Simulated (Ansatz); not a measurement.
Convergence of SiO2 with the plane-wave cutoff

The calculation used DFT PBE, scalar-relativistic, plane waves, PAW in Ansatz 0.2.0.

```xyz
6
Lattice="-2.3886 2.4146 3.7698 2.3705 -2.3479 3.7160 2.4211 2.3804 -3.7274" Properties=species:S:1:pos:R:3 pbc="T T T"
Si    0.0664   -0.0708   -0.1214
Si    0.2564    2.3573    1.8066
O     1.2982    2.8148    2.7908
O     0.5549    1.2004    0.8963
O    -1.1354    1.8266    2.7134
O    -0.4993    3.6193    0.9951
```

```
Γ-centred k-mesh               : 6×6×8
occupation rule                : Gaussian smearing, 0.02 eV
spin treatment                 : unpolarised
valence charge of the PAW sets : Si 4, O 6
```

The atoms are held and the plane-wave cutoff is swept. Energies are extrapolated to zero smearing and count from the reference run, 600 eV. The cell was strained and its atoms displaced at random, so that forces don't vanish. Pressure is positive in compression and holds a correction for the finite cutoff (Pulay stress).

Times are rough; the reference took 39 s on 1 thread of Arm Neoverse V2, on a shared host, peak memory 0.61 GiB.

Task: Tried: 200, 250, 300, 350, 420, 600 eV. From which plane-wave cutoff on does the energy per atom stay within 100, 10 and 1 meV of the reference?

Result: 350 for 100 meV, 420 for 10 meV, none but the reference for 1 meV. The reference itself isn't shown to be converged. At 420 eV, where the energy is within 10 meV, force components already agree to within 0.001 eV/Å, where the largest force is 8.261 eV/Å.

```tsv
cutoff (eV)	ΔE (meV/atom)	P (GPa)	largest change of a force component (eV/Å)	gap on mesh (eV)	plane waves at Γ	wall time (s)
200	4529	12.76	1.420	5.034	557	11
250	1262	13.32	0.371	5.514	783	16
300	309	11.31	0.056	5.607	1011	19
350	62.8	11.41	0.027	5.641	1291	24
420	3.85	11.51	0.001	5.650	1675	27
600	0.00	11.52	0.000	5.651	2863	39
```

This form isn't the usual stable structure of the compound.